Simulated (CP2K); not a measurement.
The system is HfC.

```
CELL_PARAMETERS angstrom
3.28805 0.00000 0.00000
1.64402 2.84753 0.00000
1.64402 0.94918 2.68468
ATOMIC_POSITIONS crystal
Hf 0.50000 0.50000 0.50000
C 0.00000 0.00000 0.00000
```

Base run:

```yaml
Program: CP2K 2026.2
Functional: PBEsol
Potentials_or_basis: POTENTIAL_UZH Hf GTH-PBE-q12, C GTH-PBE-q4; TZVP-MOLOPT-PBE-GTH basis
Density_cutoff: 6123 eV
k_mesh: 10 × 10 × 10
Occupations: fermi-dirac, width 0.05 eV
Spin: no spin polarisation
```

Its results: band gap on the k mesh none (metal or under the smearing width); pressure -6.5 GPa.

**Question.** The run is repeated on the same cell with these changes: functional from PBEsol to PBE; ngrids from 4 to 5. What comes out?

**Answer.** Band gap on the k mesh none (metal or under the smearing width); pressure -1.6 GPa.

Caveats: the basis of atomic orbitals isn't converged, which shifts pressures, moduli and gaps; the potentials were made for another functional, which shifts forces and pressure (some runs); spin-orbit coupling is left out, which moves the levels of the heavy elements (some runs).
